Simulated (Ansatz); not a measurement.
Ansatz input

```yaml
crystal:
  lattice:
    - [3.7006218112, 0.0, 0.0]
    - [-1.8503109056, 3.2048324982, 0.0]
    - [0.0, 0.0, 3.8558405142]
  atoms:
    - { symbol: Se, position: [0.3333333333, 0.6666666667, 0.25] }
    - { symbol: Se, position: [0.6666666667, 0.3333333333, 0.75] }
hamiltonian:
  xc: revpbe
  pseudopotentials:
    kind: paw
    azcp:
      Se: "pseudopotentials/Se.paw.azcp"
basis:
  ecutwfc: 420
  fft_grid_basis: typed
kpoints:
  mp_grid: { grid: [16, 16, 13], shift: [0, 0, 0] }
magnetization:
  spin_polarized: false
scf:
  occupations: { method: fermi_dirac, width: 0.1 }
```

and its output:

```
Engine: ansatz 0.2.0, aarch64-unknown-linux-gnu
Pseudopotentials: kind: paw
Pseudopotential: Se, paw, valence charge 16, recommended cutoff 420 eV (normal) 
Functional definition: revPBE
  parameter kappa = 1.245
  parameter beta = 0.06672455060314922
  exchange = pbe_x(kappa = kappa, mu = beta*pi^2/3)
  correlation = pbe_c(beta = beta)
Crystal: 2 atoms, lattice volume = 45.730 Å³
Basis set: ecut = 420 eV, 877 PW (Γ)
Bands: 20, of which v1, the nominal top of the filled ones, is band 16 counted from 1 (15 counted from 0)
Symmetry: 24 space group operations
Space group: P63/mmc (ITA 194), of the structure as read, at distance tolerance 3.6e-5 Å
k-points: 210 of 3328
Non-local potential: Se, projectors of the file, l = 0: 2, l = 1: 2, l = 2: 3, l = 3: 1
PAW form: soft (Blöchl's): semilocal exchange-correlation on the pseudo side does not see the compensation charge
PAW frozen core: Se, regenerated for the run's functional, and the local potential with it (the file was generated under x = pbe(κ = 0.804, μ = 0.2195149727645171), c = pbe(β = 0.06672455060314922))
PAW one-centre angular grid: Se, 590 points (default); XC on 64 Gauss nodes
Initial density: superposition of atomic densities (neutral atoms: chi_scale 0, normalization atom), corrected by the library's trained network
Initial wavefunctions: pseudopotential atomic-orbital guess
Functional: x = revpbe(κ = 1.245, μ = 0.2195149727645171), c = pbe(β = 0.06672455060314922)
SCF iter   1: F=—  HF=-10945.940276 eV  |F-HF|=—  |Δ(HF+E_count)|=         —  Δρ=2.42e-3  dr2=1.12e-3  ethr=1.77e-3  ⟨swp⟩=5.2  Hψ=18861  notcnv=0
SCF iter   2: F=—  HF=-10945.942544 eV  |F-HF|=—  |Δ(HF+E_count)|=   2.27e-3  Δρ=3.76e-4  dr2=5.58e-5  ethr=3.49e-6  ⟨swp⟩=2.0  Hψ=9340  notcnv=0
SCF iter   3: F=—  HF=-10945.942544 eV  |F-HF|=—  |Δ(HF+E_count)|=   3.54e-7  Δρ=1.38e-4  dr2=5.47e-6  ethr=1.74e-7  ⟨swp⟩=2.0  Hψ=7711  notcnv=0
SCF iter   4: F=—  HF=-10945.942530 eV  |F-HF|=—  |Δ(HF+E_count)|=   1.40e-5  Δρ=6.43e-5  dr2=1.22e-6  ethr=1.71e-8  ⟨swp⟩=2.0  Hψ=7606  notcnv=0
SCF iter   5: F=—  HF=-10945.942528 eV  |F-HF|=—  |Δ(HF+E_count)|=   1.82e-6  Δρ=1.34e-5  dr2=5.02e-8  ethr=3.82e-9  ⟨swp⟩=2.0  Hψ=7581  notcnv=0
SCF iter   6: F=-10945.942528 eV  HF=-10945.942528 eV  |F-HF|=3.77e-9  |Δ(HF+E_count)|=   1.06e-7  Δρ=1.74e-6  dr2=9.32e-10  ethr=1.57e-10  ⟨swp⟩=3.0  Hψ=10525  notcnv=0
SCF 1 converged in 6 iterations: F = -10945.942528 eV  dr2 = 9.32e-10
SCF converged after 6 iterations
Free energy (F): -10945.942528 eV
Harris-Foulkes:  -10945.942528 eV  (|F-HF|=3.77e-9)
Internal energy: -10945.904047 eV  (E = F + TS)
E sigma→0 (E₀):  -10945.923287 eV
Entropy (-TS):   -0.038481 eV (-19.241 meV/atom)
Fermi energy:    9.505459 eV
--- Per-component energies (eV) ---
  E_band       = -740.586884
  E_kinetic    = 232.006631
  E_local      = -4487.775326  (includes V_loc(G=0)·N_el)
  E_nonlocal   = -1190.525985
  E_hartree    = 2231.258877
  E_xc         = -206.506192
  E_vxc        = -193.481061  (∫ρ·V_xc dr)
  E_paw        = -3832.289068  (= ΣΔE_a)
  E_vpaw       = 436.674141  (= ΣTr[D̂ρ^β])
  E_aug_tail   = -0.001196  (compensation charges beyond the density's cutoff)
  E_ewald      = -3691.676929
  E_core_change = -0.394859  (= ΣΔE_core)
  E_smearing   = -0.038481  (= −TS)
  E_closure    = 0.000000  (closes the sum)
  Σ components = -10945.942528   (vs F -10945.942528, Δ=0.00e0)
```
